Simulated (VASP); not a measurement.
# SiC (Moissanite 3C): how numerical settings change the zone-centre modes, part 2 of 2

How far do the zone-centre frequencies of SiC (Moissanite 3C) depend on the numerical settings? The starting structure is a measured crystal structure from the Crystallography Open Database.

VASP 6.6.1.

Results so far: reference T2 796.1 cm⁻¹.

### 3. Modes with a 7×7×7 mesh

Level of this step: LDA; plane waves and PAW (Si, C) (VASP).

Against step 2 the input has a 7×7×7 mesh.

Input file INCAR:

```
SYSTEM = SiC
PREC = Accurate
ENCUT = 520
EDIFF = 1E-08
NELM = 100
ISMEAR = 0
SIGMA = 0.03
LREAL = .FALSE.
ALGO = Normal
GGA = CA
NBANDS = 10
LORBIT = 11
LWAVE = .FALSE.
LCHARG = .FALSE.
KPAR = 2
IBRION = 8
LEPSILON = .TRUE.
ISIF = 2
```

Input file POSCAR:

```
SiC
1.0
    0.0000000000      2.1657828511      2.1657828511
    2.1657828511      0.0000000000      2.1657828511
    2.1657828511      2.1657828511      0.0000000000
Si C
1 1
Direct
    0.0000000000      0.0000000000      0.0000000000
    0.7500000000      0.7500000000      0.7500000000
```

Input file KPOINTS:

```
Automatic mesh
0
Gamma
7 7 7
0 0 0
```

The projector-augmented-wave data sets are Si and C (LDA family, release 64).

Run with:

```bash
$ mpirun -np 2 vasp_std
```

What it wrote:

```text
[... set-up lines as in an earlier step ...]
 entering main loop
       N       E                     dE             d eps       ncg     rms          rms(c)
DAV:   1     0.271201707537E+01    0.27120E+01   -0.42013E+03   408   0.687E+02
DAV:   2    -0.180900196419E+02   -0.20802E+02   -0.19365E+02   548   0.114E+02
DAV:   3    -0.187298538605E+02   -0.63983E+00   -0.63912E+00   464   0.176E+01
DAV:   4    -0.187325655384E+02   -0.27117E-02   -0.27114E-02   462   0.151E+00
[...]
DAV:  11    -0.166390615576E+02   -0.22170E-06   -0.34346E-06   474   0.123E-02    0.131E-02
DAV:  12    -0.166390613292E+02    0.22849E-06   -0.68455E-07   410   0.433E-03    0.611E-04
DAV:  13    -0.166390613334E+02   -0.42238E-08   -0.28898E-08   438   0.113E-03
   1 F= -.16639061E+02 E0= -.16639061E+02  d E =-.905657E-27
 Linear response reoptimize wavefunctions to high precision
DAV:   1    -0.166390613365E+02   -0.30733E-08   -0.41397E-10   274   0.148E-04
DAV:   2    -0.166390613364E+02    0.24329E-10   -0.14730E-11   212   0.368E-05
 Linear response G [H, r] |phi>, progress :
  Direction:   1
[...]
RMM:  10    -0.143181091167E-01    0.85117E-08    0.67513E-08  2088   0.446E-06    0.109E-06
 first order change of Fermi-energy   0.38451E-04
 force on displaced ion       1 direction 1 : -19.620   0.000   0.000
 Born effective charge ion    1 direction 1 :   2.686   0.000   0.000
 Linear response progress:
  Degree of freedom:   2/  2
       N       E                     dE             d eps       ncg     rms          rms(c)
RMM:   1    -0.126345302164E+00   -0.12635E+00    0.57553E-02  2763   0.208E+00
RMM:   2    -0.123523743974E+00    0.28216E-02   -0.26468E-03  1948   0.404E-01    0.209E-01
RMM:   3    -0.123523281227E+00    0.46275E-06   -0.83571E-04  1913   0.175E-01    0.103E-01
RMM:   4    -0.124571282426E+00   -0.10480E-02   -0.64406E-04  1919   0.147E-01    0.187E-02
[...]
RMM:   9    -0.124549741857E+00    0.96784E-07    0.20945E-08  2235   0.259E-05    0.508E-06
RMM:  10    -0.124549773360E+00   -0.31503E-07    0.13166E-08  2239   0.840E-06    0.189E-06
RMM:  11    -0.124549771884E+00    0.14758E-08   -0.62671E-09  1802   0.516E-06    0.217E-07
 first order change of Fermi-energy   0.12138E-03
 force on displaced ion       2 direction 1 : -19.615   0.000   0.000
 Born effective charge ion    2 direction 1 :  -2.776   0.000   0.000
 Born effective charges drift removed
 Linear response finished
```

Wall time 56 s (2 MPI ranks of AMD EPYC 7R43, shared host); peak memory 0.25 GiB; 1.8 min of CPU time.

From OUTCAR (step 3):

```text
  Total        0.0016876      0.0016876      0.0016876      0.0000000     -0.0000000      0.0000000
  in kB        0.1330763      0.1330763      0.1330763      0.0000000     -0.0000000      0.0000000
  external PRESSURE =       0.1330763 kB  Pullay stress =       0.0000000 kB

 POSITION                                       TOTAL-FORCE (eV/Angst)
 -----------------------------------------------------------------------------------
      0.00000      0.00000      0.00000         0.000000      0.000000      0.000000
      3.24867      3.24867      3.24867        -0.000000     -0.000000     -0.000000
 -----------------------------------------------------------------------------------
    total drift:                               -0.000000     -0.000000     -0.000000

 MACROSCOPIC STATIC DIELECTRIC TENSOR (including local field effects in DFT)
 ------------------------------------------------------
           7.243800    -0.000000     0.000000
          -0.000000     7.243800     0.000000
          -0.000000    -0.000000     7.243800
 ------------------------------------------------------

 MACROSCOPIC STATIC DIELECTRIC TENSOR IONIC CONTRIBUTION
 ------------------------------------------------------
           3.387469    -0.000000    -0.000000
          -0.000000     3.387469    -0.000000
          -0.000000    -0.000000     3.387469
 ------------------------------------------------------

[... 1 part as in an earlier step ...]

[... 1 further part left out ...]
```

With a 7×7×7 mesh the mode is T2 796.3 cm⁻¹, +0.2 cm⁻¹ from the reference.

### 4. Modes with a cutoff of 400 eV

Against step 2 the input has ENCUT = 400.

Changes to INCAR since step 3:

```diff
@@ -2,3 +2,3 @@
 PREC = Accurate
-ENCUT = 520
+ENCUT = 400
 EDIFF = 1E-08
```

POSCAR is that of step 3.

Input file KPOINTS:

```
Automatic mesh
0
Gamma
12 12 12
0 0 0
```

Run with:

```bash
$ mpirun -np 2 vasp_std
```

What it wrote:

```text
[... set-up lines as in an earlier step ...]
 entering main loop
       N       E                     dE             d eps       ncg     rms          rms(c)
DAV:   1    -0.648499164801E+00   -0.64850E+00   -0.35452E+03  1492   0.551E+02
DAV:   2    -0.182084670241E+02   -0.17560E+02   -0.16922E+02  1854   0.101E+02
DAV:   3    -0.187202486640E+02   -0.51178E+00   -0.51107E+00  1700   0.153E+01
DAV:   4    -0.187223044279E+02   -0.20558E-02   -0.20556E-02  1662   0.120E+00
[...]
DAV:  11    -0.166485053386E+02   -0.24587E-06   -0.30541E-06  1744   0.118E-02    0.124E-02
DAV:  12    -0.166485050764E+02    0.26220E-06   -0.64865E-07  1494   0.411E-03    0.571E-04
DAV:  13    -0.166485050854E+02   -0.89990E-08   -0.26873E-08  1578   0.108E-03
   1 F= -.16648505E+02 E0= -.16648505E+02  d E =-.976494E-14
 Linear response reoptimize wavefunctions to high precision
DAV:   1    -0.166485050899E+02   -0.45302E-08   -0.29739E-10   962   0.130E-04
DAV:   2    -0.166485050900E+02   -0.23192E-10   -0.11234E-11   758   0.302E-05
 Linear response G [H, r] |phi>, progress :
  Direction:   1
[...]
RMM:  11    -0.142804850161E-01   -0.10023E-07   -0.29113E-09  5273   0.476E-06    0.571E-08
 first order change of Fermi-energy   0.30059E-04
 force on displaced ion       1 direction 1 : -19.591   0.000   0.000
 Born effective charge ion    1 direction 1 :   2.712   0.000   0.000
 Linear response progress:
  Degree of freedom:   2/  2
       N       E                     dE             d eps       ncg     rms          rms(c)
RMM:   1    -0.125437151515E+00   -0.12544E+00    0.64087E-02 12345   0.204E+00
RMM:   2    -0.123177044580E+00    0.22601E-02   -0.25991E-03  8574   0.399E-01    0.207E-01
RMM:   3    -0.123186962868E+00   -0.99183E-05   -0.77969E-04  8309   0.172E-01    0.102E-01
RMM:   4    -0.124244260878E+00   -0.10573E-02   -0.61055E-04  8326   0.146E-01    0.187E-02
[...]
RMM:   9    -0.124230561043E+00    0.51323E-07    0.10864E-07  9769   0.333E-05    0.351E-06
RMM:  10    -0.124230581031E+00   -0.19988E-07    0.90207E-08  9678   0.122E-05    0.186E-06
RMM:  11    -0.124230579876E+00    0.11551E-08   -0.19652E-08  7564   0.949E-06    0.161E-07
 first order change of Fermi-energy   0.90443E-04
 force on displaced ion       2 direction 1 : -19.593  -0.000  -0.000
 Born effective charge ion    2 direction 1 :  -2.712   0.000   0.000
 Born effective charges drift removed
 Linear response finished
```

The job ended after 2.2 min (2 MPI ranks; peak memory 0.34 GiB; 4.3 min of CPU time).

OUTCAR, selected parts (step 4):

```text
  Total       -0.1428535     -0.1428535     -0.1428535      0.0000000      0.0000000      0.0000000
  in kB      -11.2648880    -11.2648880    -11.2648880      0.0000000      0.0000000      0.0000000
  external PRESSURE =     -11.2648880 kB  Pullay stress =       0.0000000 kB

 POSITION                                       TOTAL-FORCE (eV/Angst)
 -----------------------------------------------------------------------------------
      0.00000      0.00000      0.00000         0.000000      0.000000      0.000000
      3.24867      3.24867      3.24867        -0.000000     -0.000000     -0.000000
 -----------------------------------------------------------------------------------
    total drift:                                0.000000      0.000000      0.000000

 MACROSCOPIC STATIC DIELECTRIC TENSOR (including local field effects in DFT)
 ------------------------------------------------------
           6.944383     0.000000     0.000000
          -0.000000     6.944383     0.000000
          -0.000000    -0.000000     6.944383
 ------------------------------------------------------

 MACROSCOPIC STATIC DIELECTRIC TENSOR IONIC CONTRIBUTION
 ------------------------------------------------------
           3.345325    -0.000000     0.000000
          -0.000000     3.345325     0.000000
           0.000000     0.000000     3.345325
 ------------------------------------------------------

[... 1 part as in an earlier step ...]

[... 1 further part left out ...]
```

With a cutoff of 400 eV the mode is T2 795.8 cm⁻¹, -0.3 cm⁻¹ from the reference.

### 5. Modes with a 16×16×16 mesh

Against step 2 the input has a 16×16×16 mesh.

Changes to INCAR since step 4:

```diff
@@ -2,3 +2,3 @@
 PREC = Accurate
-ENCUT = 400
+ENCUT = 520
 EDIFF = 1E-08
```

POSCAR is that of step 4.

Input file KPOINTS:

```
Automatic mesh
0
Gamma
16 16 16
0 0 0
```

Run with:

```bash
$ mpirun -np 2 vasp_std
```

What it wrote:

```text
[... set-up lines as in an earlier step ...]
 entering main loop
       N       E                     dE             d eps       ncg     rms          rms(c)
DAV:   1     0.227009697954E+01    0.22701E+01   -0.40349E+03  3020   0.676E+02
DAV:   2    -0.180989722234E+02   -0.20369E+02   -0.19409E+02  3830   0.112E+02
DAV:   3    -0.187304607563E+02   -0.63149E+00   -0.63028E+00  3452   0.174E+01
DAV:   4    -0.187332617217E+02   -0.28010E-02   -0.28008E-02  3326   0.143E+00
[...]
DAV:  11    -0.166427280510E+02   -0.30781E-06   -0.31423E-06  3482   0.120E-02    0.132E-02
DAV:  12    -0.166427278278E+02    0.22319E-06   -0.66497E-07  3008   0.423E-03    0.592E-04
DAV:  13    -0.166427278315E+02   -0.36572E-08   -0.29302E-08  3198   0.114E-03
   1 F= -.16642728E+02 E0= -.16642728E+02  d E =-.432538E-14
 Linear response reoptimize wavefunctions to high precision
DAV:   1    -0.166427278344E+02   -0.28588E-08   -0.39454E-10  2038   0.144E-04
DAV:   2    -0.166427278344E+02   -0.47748E-11   -0.13931E-11  1526   0.330E-05
 Linear response G [H, r] |phi>, progress :
  Direction:   1
[...]
RMM:  10    -0.143132297174E-01    0.91625E-08    0.17818E-09 20384   0.494E-06    0.108E-06
 first order change of Fermi-energy   0.27291E-04
 force on displaced ion       1 direction 1 : -19.610  -0.000  -0.000
 Born effective charge ion    1 direction 1 :   2.713   0.000   0.000
 Linear response progress:
  Degree of freedom:   2/  2
       N       E                     dE             d eps       ncg     rms          rms(c)
RMM:   1    -0.126508482800E+00   -0.12651E+00    0.55453E-02 27411   0.208E+00
RMM:   2    -0.123464972456E+00    0.30435E-02   -0.25684E-03 19009   0.408E-01    0.208E-01
RMM:   3    -0.123473474335E+00   -0.85019E-05   -0.79288E-04 18613   0.175E-01    0.103E-01
RMM:   4    -0.124521817190E+00   -0.10483E-02   -0.61086E-04 18747   0.147E-01    0.187E-02
[...]
RMM:   9    -0.124503628045E+00    0.53964E-07    0.35437E-09 21574   0.281E-05    0.333E-06
RMM:  10    -0.124503648134E+00   -0.20089E-07   -0.68366E-09 21185   0.771E-06    0.185E-06
RMM:  11    -0.124503646405E+00    0.17295E-08   -0.29429E-09 16651   0.515E-06    0.151E-07
 first order change of Fermi-energy   0.65648E-04
 force on displaced ion       2 direction 1 : -19.607  -0.000  -0.000
 Born effective charge ion    2 direction 1 :  -2.713   0.000   0.000
 Born effective charges drift removed
 Linear response finished
```

It took 7.2 min on 2 MPI ranks; peak memory 0.72 GiB; 14 min of CPU time.

OUTCAR, selected parts (step 5):

```text
  Total       -0.0006607     -0.0006607     -0.0006607     -0.0000000      0.0000000     -0.0000000
  in kB       -0.0520965     -0.0520965     -0.0520965     -0.0000000      0.0000000     -0.0000000
  external PRESSURE =      -0.0520965 kB  Pullay stress =       0.0000000 kB

 POSITION                                       TOTAL-FORCE (eV/Angst)
 -----------------------------------------------------------------------------------
      0.00000      0.00000      0.00000        -0.000000     -0.000000     -0.000000
      3.24867      3.24867      3.24867         0.000000      0.000000      0.000000
 -----------------------------------------------------------------------------------
    total drift:                               -0.000000     -0.000000     -0.000000

 MACROSCOPIC STATIC DIELECTRIC TENSOR (including local field effects in DFT)
 ------------------------------------------------------
           6.936084     0.000000    -0.000000
          -0.000000     6.936084     0.000000
           0.000000    -0.000000     6.936084
 ------------------------------------------------------

 MACROSCOPIC STATIC DIELECTRIC TENSOR IONIC CONTRIBUTION
 ------------------------------------------------------
           3.343821    -0.000000     0.000000
          -0.000000     3.343821     0.000000
           0.000000     0.000000     3.343821
 ------------------------------------------------------

[... 1 part as in an earlier step ...]

[... 1 further part left out ...]
```

With a 16×16×16 mesh the mode is T2 796.1 cm⁻¹, as with the reference.

### 6. Modes with finite displacements

Against step 2 the input has IBRION = 6, NFREE = 2, POTIM = 0.015 and no LEPSILON (also changed: NSW).

Changes to INCAR since step 5:

```diff
@@ -15,4 +15,6 @@
 KPAR = 2
-IBRION = 8
-LEPSILON = .TRUE.
+IBRION = 6
+NFREE = 2
+POTIM = 0.015
+NSW = 1
 ISIF = 2
```

POSCAR is that of step 5.

Input file KPOINTS:

```
Automatic mesh
0
Gamma
12 12 12
0 0 0
```

Run with:

```bash
$ mpirun -np 2 vasp_std
```

What it wrote:

```text
[... set-up lines as in an earlier step ...]
 entering main loop
       N       E                     dE             d eps       ncg     rms          rms(c)
[... 13 cycles as in an earlier step ...]
   1 F= -.16642706E+02 E0= -.16642706E+02  d E =-.102947E-13
[...]
2 F= -.16640501E+02 E0= -.16640501E+02  d E =-.285196E-22
[...]
3 F= -.16640501E+02 E0= -.16640501E+02  d E =-.287630E-22
[...]
4 F= -.16640501E+02 E0= -.16640501E+02  d E =-.287859E-22
[...]
5 F= -.16640501E+02 E0= -.16640501E+02  d E =-.287543E-22
 Finite differences progress:
  Degree of freedom:   2/  2
  Displacement:        2/  2
  Total:               4/  4
```

Elapsed: 65 s, on 2 MPI ranks; peak memory 0.34 GiB.

OUTCAR, selected parts (step 6):

```text
  Total       -0.0009223      0.0046685      0.0046685      0.0000000     -0.1298204      0.0000000
  in kB       -0.0727301      0.3681407      0.3681407      0.0000000    -10.2371470      0.0000000
  external PRESSURE =       0.2211838 kB  Pullay stress =       0.0000000 kB

 POSITION                                       TOTAL-FORCE (eV/Angst)
 -----------------------------------------------------------------------------------
      0.00000      0.00000      0.00000        -0.294059     -0.000000     -0.000000
      3.23367      3.24867      3.24867         0.294059      0.000000      0.000000
 -----------------------------------------------------------------------------------
    total drift:                                0.000051     -0.000000     -0.000000

  FREE ENERGIE OF THE ION-ELECTRON SYSTEM (eV)
  ---------------------------------------------------
  free  energy   TOTEN  =       -16.6405005864 eV

  energy  without entropy=      -16.6405005864  energy(sigma->0) =      -16.64050059

[... 2 parts as in an earlier step ...]

[... 1 further part left out ...]
[key lines of the parts left out:]
E-fermi :   8.5321
```

The last energy, forces and stress in OUTCAR belong to the last displaced cell, not to that of POSCAR.

With finite displacements the mode is T2 796.0 cm⁻¹, -0.1 cm⁻¹ from the reference.

### 7. Comparison

| run | T2 | method | core minutes |
| --- | --- | --- | --- |
| reference | 796.1 | perturbation theory | 6.83 |
| a 7×7×7 mesh | 796.3 | perturbation theory | 1.87 |
| a cutoff of 400 eV | 795.8 | perturbation theory | 4.33 |
| a 16×16×16 mesh | 796.1 | perturbation theory | 14.4 |
| finite displacements | 796.0 | finite displacements | 2.17 |

Modes are in cm⁻¹, degenerate ones as one, matched between runs by symmetry and order. A number in brackets counts the listed modes of one symmetry from the lowest. The symmetry labels come from an automatic analysis and can be wrong where levels nearly coincide. Core minutes are wall time times ranks of the run shown, on a shared host.

### 8. Summary of results

```
T2, reference            : 796.1 cm⁻¹
T2, a 7×7×7 mesh         : 796.3 cm⁻¹
T2, a cutoff of 400 eV   : 795.8 cm⁻¹
T2, a 16×16×16 mesh      : 796.1 cm⁻¹
T2, finite displacements : 796.0 cm⁻¹
```

The largest change comes with a cutoff of 400 eV: -0.3 cm⁻¹ in T2. On finer settings the modes change by less than 0.1 cm⁻¹ with a 16×16×16 mesh. Other changes move the modes by more: -0.3 cm⁻¹ in T2 with a cutoff of 400 eV. The dielectric constants and Born charges in the logs aren't compared here; at a small gap they can be far off, and in a run without a gap they mean nothing. The frequencies are harmonic, and the splitting of polar modes by their long-range field is left out. Further runs on this material are not shown.

[Lines on the potential files, build, host, timing and source positions are cut from VASP's logs without a mark.]

[Logs are printed without paths, hosts, clocks, repeated set-up lines and the standing remarks that a program may print on its own settings, such as how far it seeks lower states.]

[Hosts, paths, dates, database ids (printed as entryN), source tags and the programs' standing remarks are cut or masked in the printed files.]
